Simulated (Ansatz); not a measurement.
# Formation energy of CaS (Oldhamite)

```xyz
2
Lattice="0.0000 2.7822 2.7822 2.7822 0.0000 2.7822 2.7822 2.7822 0.0000" Properties=species:S:1:pos:R:3 pbc="T T T"
Ca    0.0000    0.0000    0.0000
S     2.7822    2.7822    2.7822
```

The cell comes from a relaxation on PAW files under the same functional, begun from a database entry that needn't be the ground state.

Level of theory: DFT with LDA, scalar-relativistic, in Ansatz 0.2.0; a Γ-centred 9×9×9 k mesh, Fermi–Dirac smearing of 0.02 eV, no spin polarisation. LAPW: all electrons, basis error target 0.5 meV/atom; PAW: frozen-core files, cutoff 420 eV.

The elements are taken as Ca fcc, S S6 rings, each relaxed on PAW files under the same functional and computed by the same method as the compound; zero-point and thermal terms are left out. LDA tends to overbind the layered or molecular reference states. S6 rings stand in for α-S8.

The PAW files were made under PBE.

What is the formation energy by LAPW, and how far do the other methods lie from it?

-2.311 eV/atom; PAW -0.4 meV/atom. The compound is bound against these elements; other compounds of the system weren't compared.

Give the LAPW value for one formula unit in kJ/mol.

-2.311 eV/atom × 2 atoms × 96.485 kJ/(mol·eV) = -446.0 kJ/mol, at zero temperature and without zero-point motion.
